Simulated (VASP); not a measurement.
Here is a VASP 6.6.1 calculation.

The input POSCAR:

```
Cs
1.0
    5.5663060500      0.0000000000      0.0000000000
   -2.7831530250      4.8205624445      0.0000000000
    0.0000000000      0.0000000000     33.5169579200
Cs
5
Direct
    0.6666666700      0.3333333400      0.2237673245
    0.3333333300      0.6666666600      0.3618836623
    0.6666666700      0.3333333400      0.5000000000
    0.3333333300      0.6666666600      0.6381163377
    0.6666666700      0.3333333400      0.7762326755
```

The input INCAR.step1:

```
SYSTEM = Cs
PREC     = Accurate       ! precision mode
ENCUT    = 520            ! plane-wave cutoff, eV
EDIFF    = 1E-5           ! SCF threshold, eV
ISMEAR   = 0              ! smearing method
SIGMA    = 0.02           ! smearing width, eV
LREAL    = .False.        ! projectors in reciprocal space
LASPH    = .True.         ! aspherical terms in the spheres
NELM     = 100            ! most SCF steps
ALGO     = Normal         ! electronic algorithm
ISIF     = 2              ! what is computed and relaxed
LWAVE    = .True.         ! write WAVECAR
GGA      = PE             ! functional
NBANDS   = 30             ! bands
```

The input INCAR.step2:

```
SYSTEM = Cs
PREC     = Accurate       ! precision mode
ENCUT    = 520            ! plane-wave cutoff, eV
EDIFF    = 1E-6           ! SCF threshold, eV
ISMEAR   = 0              ! smearing method
SIGMA    = 0.02           ! smearing width, eV
LREAL    = .False.        ! projectors in reciprocal space
LASPH    = .True.         ! aspherical terms in the spheres
NELM     = 100            ! most SCF steps
ALGO     = Normal         ! electronic algorithm
ISIF     = 2              ! what is computed and relaxed
LWAVE    = .False.        ! write WAVECAR
LCHARG   = .True.         ! write CHGCAR
GGA      = PE             ! functional
LHFCALC  = .True.         ! exact exchange
HFSCREEN = 0.2079         ! screening, 1/A
PRECFOCK = Fast         
IVDW     = 12             ! dispersion correction
VDW_S6   = 1.0          
VDW_S8   = 2.31         
VDW_A1   = 0.383        
VDW_A2   = 5.685        
LELF     = .True.         ! ELF
LVHAR    = .True.       
ISTART   = 1            
NBANDS   = 30             ! bands
```

The input KPOINTS:

```
regular mesh
0
Gamma
  3 3 1
  0 0 0
```

Potentials or basis: VASP PAW PBE potentials, release 64 (Cs_sv).

The run is started by

```bash
$ cat potpaw_PBE.64/Cs_sv/POTCAR > POTCAR
$ cp INCAR.step1 INCAR
$ mpirun -np 1 vasp_std > vasp.out
$ cp INCAR.step2 INCAR
$ mpirun -np 1 vasp_std > vasp.out
```

Task: Estimate the band gap on the k mesh.

Result: None (metal or under the smearing width).

Task: Predict the dispersion energy per atom.

Result: -0.134 eV.

Forces on the atoms (eV/Å):
```
Cs   0.000  0.000  0.090
Cs   0.000  0.000 -0.040
Cs   0.000  0.000  0.000
Cs   0.000  0.000  0.040
Cs   0.000  0.000 -0.090
```

Caveat: the k mesh is coarse (spacing up to 0.43 Å⁻¹), so the values aren't converged, least of all with exact exchange; the PAW data sets were made with another functional, which shifts forces and pressure a little. Spin-orbit coupling is left out, which matters for the levels of Cs.
